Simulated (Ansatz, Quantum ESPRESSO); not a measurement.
An Ansatz (an electronic-structure program) input for a self-consistent single point of NaBr (Fm-3m, 2 atoms in the cell) (DFT, PBE, plane waves, default PAW files):

Ansatz 0.2 input:
```yaml
# NaBr
crystal:
  lattice:
    - [0.00000000, 2.90521200, 2.90521200]
    - [2.90521200, 0.00000000, 2.90521200]
    - [2.90521200, 2.90521200, 0.00000000]
  atoms:
    - { symbol: Na, position_ang: [0.00000000, 0.00000000, 0.00000000] }
    - { symbol: Br, position_ang: [2.90521200, 2.90521200, 2.90521200] }
kpoints:
  mp_grid: { grid: [5, 5, 5] }
hamiltonian:
  xc: pbe
  pseudopotentials: { kind: paw }
scf:
  occupations: { method: fermi_dirac, width: 0.0007 Ry }
output:
  forces: true
  eigenvalues: true
  stress: true
```

Question: Translate this input to Quantum ESPRESSO.

Answer: This is the input that was run; spellings and numerical settings could be chosen otherwise.

```fortran
&CONTROL
 calculation = 'scf'
 prefix = 'run'
 outdir = './out'
 pseudo_dir = './'
 tprnfor = .true.
 tstress = .true.
/
&SYSTEM
 ibrav = 0
 nat = 2
 ntyp = 2
 ecutwfc = 90
 occupations = 'smearing'
 smearing = 'fd'
 degauss = 0.000734986
/
&ELECTRONS
 conv_thr = 1.0d-10
/
ATOMIC_SPECIES
Na    22.9898  Na.upf
Br    79.9040  Br.upf
CELL_PARAMETERS {bohr}
   0.00000000     5.49005501     5.49005501
   5.49005501     0.00000000     5.49005501
   5.49005501     5.49005501     0.00000000
ATOMIC_POSITIONS {angstrom}
Na    0.00000000    0.00000000    0.00000000
Br    2.90521200    2.90521200    2.90521200
K_POINTS {automatic}
5 5 5  0 0 0
```

Basis settings and potentials, where a program has them, do not carry over. This input uses DFT, PBE, plane waves, PseudoDojo standard norm-conserving (PBE) pseudopotentials. The width in Ry is rounded to four decimals. Both were run: pressure 2.89 GPa in Ansatz and 2.91 in Quantum ESPRESSO; gap on the mesh 4.414 eV in Ansatz and 4.414 in Quantum ESPRESSO. Ansatz's pressure is the one without its finite-basis correction.

On Ansatz: the starting cell comes from a database of computed structures (which also holds hypothetical and non-ambient phases and stackings), without a prior relaxation at this level. Its lattice was rescaled by a random factor within 2.5 % of one. For this run, on top of that: lattice scaled by 0.98.

On Quantum ESPRESSO: the starting cell comes from a database of computed structures (which also holds hypothetical and non-ambient phases and stackings), without a prior relaxation at this level. Its lattice was rescaled by a random factor within 2.5 % of one. For this run, on top of that: lattice scaled by 0.98.
